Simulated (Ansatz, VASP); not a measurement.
**AlN in two plane-wave programs**

Aim: how closely do two programs agree when they are given the same cell, functional and k mesh?

Calculated with Ansatz 0.2.0; plane waves, with VASP 6.6.1 beside it; single point at r2SCAN.

**1. The structure**

The structure is hexagonal, space group P6_3mc (No. 186). The conventional cell has a = 3.110 Å, b = 3.110 Å, c = 4.980 Å, α = 90.00°, β = 90.00°, γ = 120.00°. Nearest to Al lie 4 N at 1.89 to 1.90 Å. Nearest to N lie 4 Al at 1.89 to 1.90 Å. Farther neighbours and most contacts between anions are not listed.

Coordinates:

```cif
data_structure
_symmetry_space_group_name_H-M 'P6_3mc'
_symmetry_Int_Tables_number 186
_cell_length_a 3.1100
_cell_length_b 3.1100
_cell_length_c 4.9800
_cell_angle_alpha 90.000
_cell_angle_beta 90.000
_cell_angle_gamma 120.000
_cell_volume 41.71
loop_
_atom_site_label
_atom_site_type_symbol
_atom_site_symmetry_multiplicity
_atom_site_Wyckoff_symbol
_atom_site_fract_x
_atom_site_fract_y
_atom_site_fract_z
_atom_site_occupancy
Al1 Al 2 b 0.66667 0.33333 0.00000 1
N1 N 2 b 0.66667 0.33333 0.38200 1
```

**2. VASP: single point, r2SCAN**

A single point gives forces, pressure and levels at one fixed geometry, so differences don't come from the geometry; what else differs is listed under the comparison.

Lines of VASP's logs that name or quote its potential files are left out, and so is its time.

Contents of INCAR:

```
SYSTEM = AlN
PREC = Accurate
ENCUT = 520
EDIFF = 1E-06
NELM = 100
ISMEAR = -1
SIGMA = 0.05
LREAL = .FALSE.
ALGO = Normal
METAGGA = R2SCAN
LASPH = .TRUE.
NBANDS = 14
LORBIT = 11
LWAVE = .FALSE.
LCHARG = .FALSE.
KPAR = 4
ISIF = 2
```

Contents of POSCAR:

```
AlN
1.0
    3.1100000000      0.0000000000      0.0000000000
   -1.5550000000      2.6933390058      0.0000000000
    0.0000000000      0.0000000000      4.9800000000
Al N
2 2
Direct
    0.6666666667      0.3333333333      0.0000000000
    0.3333333333      0.6666666667      0.5000000000
    0.6666666667      0.3333333333      0.3820000000
    0.3333333333      0.6666666667      0.8820000000
```

Contents of KPOINTS:

```
Automatic mesh
0
Gamma
7 7 4
0 0 0
```

The projector-augmented-wave data sets are Al and N (PBE family, release 64).

Run with:

```console
> mpirun -np 4 vasp_std
```

Numbers of over 12 decimals in the logs are rounded to 6 here.

What it wrote:

```text
[banner, memory and clock lines left out]
running    4 mpi-ranks, on    1 nodes
 distrk:  each k-point on    1 cores,    4 groups
 distr:  one band on    1 cores,    1 groups

 POSCAR found type information on POSCAR AlN
 POSCAR found :  2 types and       4 ions
|                                                                             |
|               ----> ADVICE to this user running VASP <----                  |
|                                                                             |
|     You enforced a specific xc type in the INCAR file but a different       |
|     [... a line on the potential file left out ...]
|     I HOPE YOU KNOW WHAT YOU ARE DOING!                                     |
|                                                                             |

 LDA part: xc-table for (None), standard interpolation
 POSCAR, INCAR and KPOINTS ok, starting setup
 FFT: planning ... GRIDC
 FFT: planning ... GRID_SOFT
 FFT: planning ... GRID
 WAVECAR not read
 entering main loop
       N       E                     dE             d eps       ncg     rms          rms(c)
DAV:   1     0.356765075515E+02    0.35677E+02   -0.77406E+03   672   0.106E+03
DAV:   2    -0.430646074522E+02   -0.78741E+02   -0.72075E+02   884   0.211E+02
DAV:   3    -0.470811580058E+02   -0.40166E+01   -0.40025E+01   900   0.510E+01
DAV:   4    -0.471109606243E+02   -0.29803E-01   -0.29800E-01   762   0.501E+00
DAV:   5    -0.471113760483E+02   -0.41542E-03   -0.41541E-03   936   0.596E-01    0.126E+01
DAV:   6    -0.381406652443E+02    0.89707E+01   -0.10035E+01   834   0.232E+01    0.518E+00
DAV:   7    -0.384137209276E+02   -0.27306E+00   -0.13015E+00   810   0.807E+00    0.336E+00
DAV:   8    -0.384654015122E+02   -0.51681E-01   -0.89943E-02   714   0.318E+00    0.870E-01
DAV:   9    -0.384553330352E+02    0.10068E-01   -0.27632E-02   864   0.135E+00    0.223E-01
DAV:  10    -0.384558892497E+02   -0.55621E-03   -0.32135E-03   816   0.389E-01    0.111E-01
DAV:  11    -0.384558022592E+02    0.86991E-04   -0.18416E-04   888   0.116E-01    0.254E-02
DAV:  12    -0.384558029335E+02   -0.67429E-06   -0.79600E-06   816   0.246E-02
   1 F= -.38455803E+02 E0= -.38455803E+02  d E =-.180243E-10
```

Parts of OUTCAR (step 2):

```text
ion  position               nearest neighbor table
   1  0.667  0.333  0.000-   4 1.89   4 1.89   4 1.89   3 1.90   2 3.07   2 3.07   2 3.07   2 3.07
                             2 3.07   2 3.07
   2  0.333  0.667  0.500-   3 1.89   3 1.89   3 1.89   4 1.90   1 3.07   1 3.07   1 3.07   1 3.07
                             1 3.07   1 3.07
   3  0.667  0.333  0.382-   2 1.89   2 1.89   2 1.89   1 1.90
   4  0.333  0.667  0.882-   1 1.89   1 1.89   1 1.89   2 1.90

  LATTYP: Found a hexagonal cell.
 ALAT       =     3.1100000000
 C/A-ratio  =     1.6012861736

 Subroutine GETGRP returns: Found 12 space group operations
 (whereof  6 operations were pure point group operations)

The static configuration has the point symmetry C_3v.
 The point group associated with its full space group is C_6v.

 Found     24 irreducible k-points:

   k-points           NKPTS =     24   k-points in BZ     NKDIM =     24   number of bands    NBANDS=     14

   dimension x,y,z NGX =    24 NGY =   24 NGZ =   40
   dimension x,y,z NGXF=    48 NGYF=   48 NGZF=   80

   ENCUT  =  520.0 eV  38.22 Ry    6.18 a.u.   5.78  5.78  9.26*2*pi/ulx,y,z

   NELECT =      16.0000    total number of electrons

 k-points in reciprocal lattice and weights: Automatic mesh
   0.00000000  0.00000000  0.00000000       0.005
   0.14285714 -0.00000000  0.00000000       0.031
   0.28571429  0.00000000  0.00000000       0.031
   0.42857143 -0.00000000  0.00000000       0.031
   0.14285714  0.14285714  0.00000000       0.031
   0.28571429  0.14285714  0.00000000       0.061
   0.42857143  0.14285714  0.00000000       0.031
   0.28571429  0.28571429  0.00000000       0.031
   0.00000000  0.00000000  0.25000000       0.010
[...]
0.42857143  0.14285714  0.50000000       0.031
   0.28571429  0.28571429  0.50000000       0.031

 average (electrostatic) potential at core
       1 -74.5546       2 -74.5546       3 -62.7527       4 -62.7527

 E-fermi :   6.9412

 k-point     1 :       0.0000    0.0000    0.0000
  band No.  band energies     occupation
    ...
      4       5.0070      2.00000
      5       5.0070      2.00000
      6       5.6697      2.00000
      7       5.6697      2.00000
      8       5.9055      2.00000
      9      10.7942      0.00000
     10      13.4067      0.00000
     11      17.4998      0.00000
     12      17.9131      0.00000
     13      17.9131      0.00000
    ...

 k-point     2 :       0.1429   -0.0000    0.0000
  band No.  band energies     occupation
    ...
      4       3.9155      2.00000
      5       4.6613      2.00000
      6       4.6976      2.00000
      7       5.6166      2.00000
      8       5.7808      2.00000
      9      11.8214      0.00000
     10      14.3102      0.00000
     11      16.2789      0.00000
     12      16.6902      0.00000
     13      18.6844      0.00000
    ...

 k-point     3 :       0.2857    0.0000    0.0000
  band No.  band energies     occupation
    ...
      4       1.9284      2.00000
      5       3.0118      2.00000
      6       4.1591      2.00000
      7       5.2971      2.00000
      8       5.4066      2.00000
      9      12.9355      0.00000
     10      13.8577      0.00000
     11      14.6462      0.00000
     12      17.1354      0.00000
     13      18.3141      0.00000
    ...

  Total       -0.2655229     -0.2655229     -0.2379400      0.0000000      0.0000000      0.0000000
  in kB      -10.1983945    -10.1983945     -9.1389707      0.0000000      0.0000000      0.0000000
  external PRESSURE =      -9.8452532 kB  Pullay stress =       0.0000000 kB

  energy-cutoff  :      520.00
  volume of cell :       41.71
      direct lattice vectors                 reciprocal lattice vectors
     3.110000000  0.000000000  0.000000000     0.321543408  0.185643173  0.000000000
    -1.555000000  2.693339006  0.000000000     0.000000000  0.371286347  0.000000000
     0.000000000  0.000000000  4.980000000     0.000000000  0.000000000  0.200803213

 POSITION                                       TOTAL-FORCE (eV/Angst)
 -----------------------------------------------------------------------------------
      1.55500      0.89778      0.00000        -0.000000      0.000000      0.015992
     -0.00000      1.79556      2.49000         0.000000     -0.000000      0.015992
      1.55500      0.89778      1.90236         0.000000     -0.000000     -0.015992
     -0.00000      1.79556      4.39236        -0.000000      0.000000     -0.015992
 -----------------------------------------------------------------------------------
    total drift:                               -0.000000     -0.000000     -0.017690

  FREE ENERGIE OF THE ION-ELECTRON SYSTEM (eV)
  ---------------------------------------------------
  free  energy   TOTEN  =       -38.4558029335 eV

  energy  without entropy=      -38.4558029334  energy(sigma->0) =      -38.45580293

 total charge
# of ion       s       p       d       tot
------------------------------------------
    1        0.367   0.448   0.000   0.815
    2        0.367   0.448   0.000   0.815
    3        1.230   2.671   0.000   3.901
    4        1.230   2.671   0.000   3.901
--------------------------------------------------
tot          3.194   6.239   0.000   9.432

[... 3 further parts left out ...]
```

The PAW data sets were made with PBE, which is usual practice but a small mismatch for other functionals.

**3. Ansatz: single point, r2SCAN**

Ansatz runs on its default PAW (the set named soft_2) files.

The same cell, functional, mesh and smearing now go to Ansatz, which takes its cutoff from its data sets.

Contents of input.yaml:

```yaml
crystal:
  lattice:
    - [3.11, 0.0, 0.0]
    - [-1.555, 2.6933390058, 0.0]
    - [0.0, 0.0, 4.98]
  atoms:
    - { symbol: Al, position: [0.6666666667, 0.3333333333, 0.0] }
    - { symbol: Al, position: [0.3333333333, 0.6666666667, 0.5] }
    - { symbol: "N", position: [0.6666666667, 0.3333333333, 0.382] }
    - { symbol: "N", position: [0.3333333333, 0.6666666667, 0.882] }
hamiltonian:
  xc: r2scan
  pseudopotentials: { kind: paw }
kpoints:
  mp_grid: { grid: [7, 7, 4] }
scf:
  occupations: { method: fermi_dirac, width: 0.05 }
  n_extra_bands: 5
output:
  forces: true
  stress: true
  eigenvalues: true
```

Run with:

```console
> ansatz run input.yaml --threads 2 --pin off --max-ram 4608MiB --backend cpu --events-out ev --progress --plain --runs-dir out
```

What it wrote:

```text
scf.n_extra_bands = 5 over 8 filled bands (N_el = 16.0): the run solves 13 bands
Engine: ansatz 0.2.0, x86_64-unknown-linux-gnu
Pseudopotentials: kind: paw
Pseudopotential: Al, paw, valence charge 3, recommended cutoff 500 eV (meta_gga), Al.paw.azcp
Pseudopotential: N, paw, valence charge 5, recommended cutoff 500 eV (meta_gga), N.paw.azcp
Functional definition: r2SCAN
  parameter k0 = 0.174
  parameter k1 = 0.065
  parameter a1 = 4.9479
  exchange = r2scan_x(k0 = k0, k1 = k1, a1 = a1)
  correlation = r2scan_c
Crystal: 4 atoms, lattice volume = 41.714 Å³
Basis set: ecut = 500 eV, 1087 PW (Γ), exchange–correlation on 96×96×160 points (64 copies of the dense FFT grid, shifted against one another)
Bands: 13, of which v1, the nominal top of the filled ones, is band 8 counted from 1 (7 counted from 0)
Symmetry: 12 space group operations
Space group: P63mc (ITA 186), of the structure as read, at distance tolerance 3.5e-5 Å
k-points: 24 of 196 (time reversal used)
Non-local potential: Al, projectors of the file, l = 0: 2, l = 1: 2, l = 2: 1
Non-local potential: N, projectors of the file, l = 0: 2, l = 1: 2, l = 2: 1
PAW form: soft (Blöchl's): semilocal exchange-correlation on the pseudo side does not see the compensation charge
PAW frozen core: Al, regenerated for the run's functional (the file was generated under x = pbe(κ = 0.804, μ = 0.219515), c = pbe(β = 0.066725))
PAW frozen core: N, regenerated for the run's functional (the file was generated under x = pbe(κ = 0.804, μ = 0.219515), c = pbe(β = 0.066725))
PAW one-centre angular grid: Al, 302 points (default); XC on 160 Gauss nodes
PAW one-centre angular grid: N, 302 points (default); XC on 160 Gauss nodes
Initial density: superposition of atomic densities (neutral atoms: chi_scale 0, normalization atom), corrected by the library's trained network
Initial wavefunctions: pseudopotential atomic-orbital guess
Functional: x = r2scan, c = r2scan; τ floored in thin density (d = 2e-4 eV/Å³)
SCF iter   1: F=—  HF=-1856.828194 eV  |F-HF|=—  |Δ(HF+E_count)|=         —  Δρ=6.56e-3  dr2=1.76e-2  dr2_τ=3.12e-1  ethr=1.77e-3  ⟨swp⟩=5.6  Hψ=2004  notcnv=0
preconditioner: auto → none  [insulator: Δε(μ)=4.752 eV  Ē_g=14.916 eV  σ=0.050 eV  W_gap=1.00  n_scr=2 (ndim 8)  ℏωp=23.0 eV  f_vac=0.000  D(μ)=0.00/eV (n_scr^D=0)  ε∞_Penn≈3.4]
SCF iter   2: F=—  HF=-1856.970309 eV  |F-HF|=—  |Δ(HF+E_count)|=   1.42e-1  Δρ=4.50e-3  dr2=3.82e-3  dr2_τ=2.92e-4  ethr=1.10e-4  ⟨swp⟩=2.5  Hψ=809  notcnv=0  defer=24
SCF iter   3: F=—  HF=-1856.969981 eV  |F-HF|=—  |Δ(HF+E_count)|=   3.29e-4  Δρ=6.72e-4  dr2=1.39e-4  dr2_τ=5.91e-5  ethr=2.39e-5  ⟨swp⟩=1.2  Hψ=298  notcnv=0  defer=24
SCF iter   4: F=—  HF=-1856.969968 eV  |F-HF|=—  |Δ(HF+E_count)|=   1.22e-5  Δρ=1.88e-4  dr2=1.55e-5  dr2_τ=9.11e-7  ethr=8.68e-7  ⟨swp⟩=2.1  Hψ=453  notcnv=0  defer=24
SCF iter   5: F=—  HF=-1856.969965 eV  |F-HF|=—  |Δ(HF+E_count)|=   3.52e-6  Δρ=4.70e-5  dr2=1.09e-6  dr2_τ=1.09e-7  ethr=9.71e-8  ⟨swp⟩=2.0  Hψ=468  notcnv=0  defer=24
SCF iter   6: F=—  HF=-1856.969965 eV  |F-HF|=—  |Δ(HF+E_count)|=   2.11e-8  Δρ=2.22e-5  dr2=2.45e-7  dr2_τ=4.60e-9  ethr=6.25e-10  ⟨swp⟩=8.1  Hψ=1819  notcnv=0
SCF iter   7: F=-1856.969965 eV  HF=-1856.969965 eV  |F-HF|=1.02e-8  |Δ(HF+E_count)|=   2.52e-8  Δρ=6.20e-6  dr2=1.90e-8  dr2_τ=4.24e-10  ethr=6.25e-10  ⟨swp⟩=4.0  Hψ=945  notcnv=0
SCF 1 converged in 7 iterations: F = -1856.969965 eV  dr2 = 1.90e-8
  greatest PAW one-centre occupation: 0.794 electrons in one spin orbital (limit 2), on the N atom at site 3 (counted from 0), in its partial waves of l = 0
SCF converged after 7 iterations
Free energy (F): -1856.969965 eV
Harris-Foulkes:  -1856.969965 eV  (|F-HF|=1.02e-8)
Internal energy: -1856.969965 eV  (E = F + TS)
E sigma→0 (E₀):  -1856.969965 eV
Fermi energy:    9.347882 eV
--- Per-component energies (eV) ---
  E_band       = 22.821530
  E_kinetic    = 321.149214
  E_local      = -449.145316  (includes V_loc(G=0)·N_el)
  E_nonlocal   = 108.470788
  E_hartree    = 157.485104
  E_xc         = -197.758409
  E_vxc        = -238.403028  (∫ρ·V_xc dr)
  E_paw        = -1204.900239  (= ΣΔE_a)
  E_vpaw       = -47.019189  (= ΣTr[D̂ρ^β])
  E_aug_tail   = 0.000037  (compensation charges beyond the density's cutoff)
  E_vtau       = 12.801906  (kinetic-family band-sum trace: ∫τ·v_τ [+ j·A + Jᵃ·Aᵃ] dr)
  E_ewald      = -592.091798
  E_core_change = -0.179345  (= ΣΔE_core)
  E_smearing   = -0.000000  (= −TS)
  E_closure    = -0.000000  (closes the sum)
  Σ components = -1856.969965   (vs F -1856.969965, Δ=0.00e0)
--- Forces (eV/Å), atoms counted from 1 ---
  atom   1  Al     0.00000000     0.00000000     0.01705660
  atom   2  Al     0.00000000     0.00000000     0.01705660
  atom   3  N     -0.00000000     0.00000000    -0.01704978
  atom   4  N      0.00000000     0.00000000    -0.01704978
  max |Σ_I F_I| component: 1.36e-5 eV/Å
--- Stress (GPa, compression-positive) ---
       -0.548898       0.000000       0.000000
        0.000000      -0.548898       0.000000
        0.000000       0.000000      -0.462613
  P = ⅓ Tr σ = -0.5201 GPa (-5.201 kbar)
--- Band table (eV; the first three rows and the last of 24) ---
  k-point 0: bands = [... 4 lower, 6.0128, 6.6771, 6.6771, 6.9125, 11.7618, 14.4020, 18.4918, 18.9297, ... 1 higher]
  k-point 1: bands = [... 4 lower, 6.1053, 6.1053, 6.5750, 6.5750, 12.7340, 14.5016, 18.1423, 18.8866, ... 1 higher]
  k-point 2: bands = [... 4 lower, 6.3353, 6.3353, 6.3353, 6.3353, 14.1113, 14.1113, 18.2037, 18.2037, ... 1 higher]
  k-point 23: bands = [... 4 lower, 3.3837, 3.3837, 6.0387, 6.0387, 14.5440, 14.5440, 16.1855, 16.1855, ... 1 higher]
```

It took 1.4 s on 2 threads of Intel Xeon Platinum 8488C (Sapphire Rapids), shared host; peak memory 0.43 GiB; 2.5 s of CPU time.

The run ends at a pressure of -0.52 GPa, with forces up to 0.017 eV/Å.

**4. Differences**

Known differences besides the potentials themselves: VASP keeps PBE cores, Ansatz makes them for the functional; the cutoff is 500 eV in Ansatz and 520 eV in VASP. Total energies have different zeros and are not compared.

Both answers:

```csv
quantity,Ansatz,VASP,difference
pressure (GPa),-0.52,-0.98,+0.46
gap on the k mesh (eV),4.849,4.889,-0.039
```

A gap on the mesh is an upper bound, since the band edges may lie between its points.

**5. Summary of results**

```yaml
difference_in_gap_on_the_k_mesh_single_point_r2scan: -0.039 eV
```

In words: The difference in gap on the k mesh is -0.039 eV (single point, r2SCAN), within the 0.08 eV picked in this series as the mark of a large difference. Such differences can come from data sets, numerical settings and the points named under the comparisons, not from the functional's error against experiment.

[Lines on the potential files, build, host, timing and source positions are cut from VASP's logs without a mark.]

[Logs are printed without paths, hosts, clocks, repeated set-up lines and the standing remarks that a program may print on its own settings, such as how far it seeks lower states.]

[Hosts, paths, dates, database ids (printed as entryN), source tags and the programs' standing remarks are cut or masked in the printed files.]
